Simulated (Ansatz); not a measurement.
Crystal: KMgF3.

```
CELL_PARAMETERS angstrom
3.98590 0.00000 0.00000
0.00000 3.98590 0.00000
0.00000 0.00000 3.98590
ATOMIC_POSITIONS crystal
K 0.50000 0.50000 0.50000
Mg 0.00000 0.00000 0.00000
F 0.00000 0.00000 0.50000
F 0.00000 0.50000 0.00000
F 0.50000 0.00000 0.00000
```

Base run:

| Item | Value |
| --- | --- |
| Program | Ansatz 0.2.0 |
| Functional | PBEsol |
| Potentials or basis | Ansatz PAW |
| Cutoff | 420 eV |
| Density cutoff | 1680 eV |
| k mesh | 7 × 7 × 7 |
| Occupations | fermi-dirac, width 0.05 eV |
| Spin | no spin polarisation |

Its results: band gap on the k mesh 7.18 eV, indirect (least direct gap 7.47 eV); pressure 0.3 GPa.

Task: The run is repeated on the same cell with these changes: functional from PBEsol to PBE. What comes out?

Result: Band gap on the k mesh 7.37 eV, indirect (least direct gap 7.66 eV); pressure 3.8 GPa.

PBE binds less tightly than PBEsol, so the same cell stands under more pressure.

Caveats: the PAW data sets come from PBE, with cores solved anew for the run's functional, which leaves a small shift of forces and pressure (some runs).

A k mesh can miss the band edges.

Not every run made on this cell is shown here.
